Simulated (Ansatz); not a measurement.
**ZnO (zincite): equation of state with r2SCAN**

ZnO (zincite):

```
Zn O
1.0
     3.24931    0.00000    0.00000
    -1.62465    2.81398    0.00000
     0.00000    0.00000    5.20571
Zn O
2 2
Cartesian
  1.6247 0.9380 0.0000
  0.0000 1.8760 2.6029
  0.0000 1.8760 4.5759
  1.6247 0.9380 1.9730
```

```json
{
  "Program": "Ansatz 0.2.0",
  "Task": "equation of state",
  "Functional": "r2SCAN",
  "Potentials or basis": "Ansatz PAW",
  "Cutoff": "500 eV",
  "Density cutoff": "2000 eV",
  "k mesh": "9 × 9 × 5",
  "Occupations": "fermi-dirac, width 0.05 eV",
  "Spin": "no spin polarisation"
}
```

* Equilibrium volume: 11.81 Å³/atom
* Bulk modulus at fixed shape and positions: 150 GPa
* Pressure derivative of the bulk modulus: 4.4

Energy against volume, from the lowest point:
```csv
volume (Å³/atom),energy (meV/atom)
11.186,16.72
11.424,5.96
11.662,0.58
11.900,0.00
12.138,3.74
12.376,11.35
12.614,22.44
```

All runs of the series together: 39 s on 2 threads of Intel(R) Xeon(R) Processor @ 2.70GHz, with other jobs on the host.

Caveat: the cell was scaled at fixed shape and fractional positions, which overstates the stiffness of a crystal with free parameters, most of all of layers and chains; the PAW data sets were made with another functional, which shifts forces and pressure a little.
